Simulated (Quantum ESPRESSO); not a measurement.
The system is Zr.

```
Zr
1.0
     3.23200    0.00000    0.00000
    -1.61600    2.79899    0.00000
     0.00000    0.00000    5.14700
Zr
2
Direct
  0.66667 0.33333 0.75000
  0.33333 0.66667 0.25000
```

```yaml
Program: Quantum ESPRESSO 7.5
Task: phonons
Functional: PBEsol
Potentials_or_basis: GBRV 1.5 PBEsol
Cutoff: 612 eV
Density_cutoff: 4898 eV
k_mesh: 8 × 8 × 4
Occupations: cold, width 0.2 eV
Spin: no spin polarisation
Target_pressure: 10 GPa
Mixing_beta: 0.5
Most_SCF_iterations: 120
SCF_threshold: 4e-10 Ry
```

The cell and the atoms were relaxed first at 10 GPa, to 20.65 Å³/atom (a = 3.095 Å, b = 3.095 Å, c = 4.978 Å, α = 90.00°, β = 90.00°, γ = 120.00°), and the response was taken there.

Problem. What is the highest optical frequency at the zone centre?

Solution. 187 cm⁻¹, a mode of symmetry B1g (silent).

Optical modes at Γ, degenerate ones joined:
```csv
cm⁻¹,components,symmetry,active in
36,2,E2g,Raman
187,1,B1g,silent
```

Caveat: the mesh is thin for the phonons of a metal; the cell is more than 3 GPa from zero pressure, which shifts response properties.
